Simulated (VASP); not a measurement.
The system is ZnS (Wurtzite-2H).

```
Zn S
1.0
     3.81100    0.00000    0.00000
    -1.90550    3.30042    0.00000
     0.00000    0.00000    6.23400
Zn S
2 2
Direct
  0.66667 0.33333 0.50000
  0.33333 0.66667 0.00000
  0.66667 0.33333 0.88500
  0.33333 0.66667 0.38500
```

* Program: VASP 6.6.1
* Task: relaxation of cell and atoms
* Functional: PBE
* Dispersion: D3(BJ)
* Potentials or basis: VASP PAW PBE potentials, release 64 (Zn, S)
* Cutoff: 600 eV
* k mesh: 8 × 8 × 5
* Occupations: fermi-dirac, width 0.05 eV
* Spin: no spin polarisation

At the start: pressure -0.3 GPa; volume 19.60 Å³/atom.

Problem. Where does the relaxation end?

Solution. Over 10 steps the energy falls by 5.7 meV/atom and the volume is 19.49 Å³/atom (-0.6 %); space group P6_3mc (No. 186, to 0.05 Å).

Step by step:
```csv
step,energy change (eV),largest force (eV/Å),pressure (GPa),volume (Å³)
1,0.0000,0.3257,-0.28,78.41
2,-0.0168,0.1049,-0.05,78.01
3,-0.0170,0.0706,0.01,77.96
4,-0.0202,0.0443,-0.06,77.92
5,-0.0223,0.0402,0.10,77.79
6,-0.0228,0.0132,0.10,77.84
7,-0.0228,0.0104,-0.03,78.04
8,-0.0229,0.0017,0.07,77.93
9,-0.0229,0.0036,-0.07,77.97
10,-0.0229,0.0008,-0.01,77.95
```

Final structure:
```
Zn S
1.0
     3.79808    0.00000    0.00000
    -1.89904    3.28923    0.00000
     0.00000    0.00000    6.23971
Zn S
2 2
Direct
  0.66667 0.33333 0.50557
  0.33333 0.66667 0.00557
  0.66667 0.33333 0.87943
  0.33333 0.66667 0.37943
```
